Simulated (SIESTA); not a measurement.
H under changes of volume

One of the cells (7.021 Å³/atom); the others are scaled copies at fixed shape and fractional positions:

```
H
1.0
     2.66719    0.00000    0.00000
     0.00000    2.66719    0.00000
     0.00000    0.00000    0.98699
H
1
Direct
  0.00000 0.00000 0.50000
```

| Item | Value |
| --- | --- |
| Program | SIESTA 5.4.2 |
| Functional | PBE |
| Potentials or basis | PseudoDojo 0.4 standard (PBE files) |
| Basis | DZP (energy shift 0.002 Ry) |
| Grid cutoff | 500 Ry |
| Energy shift | 0.002 Ry |
| k mesh | 10 × 10 × 26 |
| Occupations | fermi-dirac, width 0.05 eV |
| Spin | no spin polarisation |

```csv
volume (Å³/atom),energy over the lowest point (meV/atom),pressure (GPa)
6.471,20.09,6.6
6.608,14.84,5.6
6.746,10.42,4.7
7.021,?,?
7.159,1.61,2.2
7.297,0.00,1.5
```

Task: What does the run at 7.021 Å³/atom give?

Result: Energy over the lowest point 3.86 meV/atom; pressure 3.0 GPa.

Worked out: A Birch-Murnaghan fit of order 3 (a polynomial in V^(-2/3)) to the other rows has no minimum within the range. It gives 3.86 meV/atom at 7.021 Å³/atom, against the run's 3.86, and -dE/dV = 3.0 GPa, against 3.0.

Energies are extrapolated to zero smearing.

Caveats: the basis of atomic orbitals isn't converged, which shifts pressures, moduli and gaps.
